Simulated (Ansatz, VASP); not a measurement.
**ZnS in VASP and in Ansatz**

The input INCAR:

```
SYSTEM = ZnS
PREC     = Accurate       ! precision mode
ENCUT    = 520            ! plane-wave cutoff, eV
EDIFF    = 1E-7           ! SCF threshold, eV
ISMEAR   = -1             ! smearing method
SIGMA    = 0.08           ! smearing width, eV
LREAL    = .False.        ! projectors in reciprocal space
LASPH    = .True.         ! aspherical terms in the spheres
NELM     = 100            ! most SCF steps
ALGO     = Normal         ! electronic algorithm
ISIF     = 2              ! what is computed and relaxed
LWAVE    = .False.        ! write WAVECAR
LCHARG   = .True.         ! write CHGCAR
GGA      = PE             ! functional
LELF     = .True.         ! ELF
LVHAR    = .True.       
NBANDS   = 16             ! bands
```

The input KPOINTS:

```
regular mesh
0
Gamma
  14 14 14
  0 0 0
```

Contents of POSCAR:

```
ZnS
1.0
    0.0000000000      2.4996690121      2.4996690121
    2.4996690121      0.0000000000      2.4996690121
    2.4996690121      2.4996690121      0.0000000000
Zn S
1 1
Direct
    0.0000000000      0.0000000000      0.0000000000
    0.5000000000      0.5000000000      0.5000000000
```

Input for Ansatz:

```yaml
crystal:
  lattice:
    - [0.0, 2.4996690121, 2.4996690121]
    - [2.4996690121, 0.0, 2.4996690121]
    - [2.4996690121, 2.4996690121, 0.0]
  atoms:
    - { symbol: Zn, position: [0.0, 0.0, 0.0] }
    - { symbol: S, position: [0.5, 0.5, 0.5] }
kpoints:
  mp_grid: { grid: [14, 14, 14] }
scf:
  occupations: { method: fermi_dirac, width: 0.08 }
hamiltonian:
  xc: pbe
  pseudopotentials: { kind: all_electron, lapw: { basis_error: 0.001 } }
output:
  forces: true
  stress: true
  eigenvalues: true
  populations: true
```

Change from the starting cell: volume scaled by 0.94, LAPW.

Alike in both runs: task single point; functional PBE; k mesh 14 × 14 × 14; occupations fermi-dirac, width 0.08 eV; no spin polarisation.

|  | VASP | Ansatz |
| --- | --- | --- |
| version | VASP 6.6.1 | Ansatz 0.2.0 |
| potentials or method | VASP PAW PBE potentials, release 64 (Zn, S) | all-electron LAPW, scalar-relativistic |
| plane-wave cutoff (eV) | 520 | see its input |

```csv
,VASP,Ansatz,Ansatz less VASP
pressure (GPa),6.3,6.2,-0.18
```

Ansatz ran all-electron here, so the differences hold the error of VASP's frozen core and of both bases.
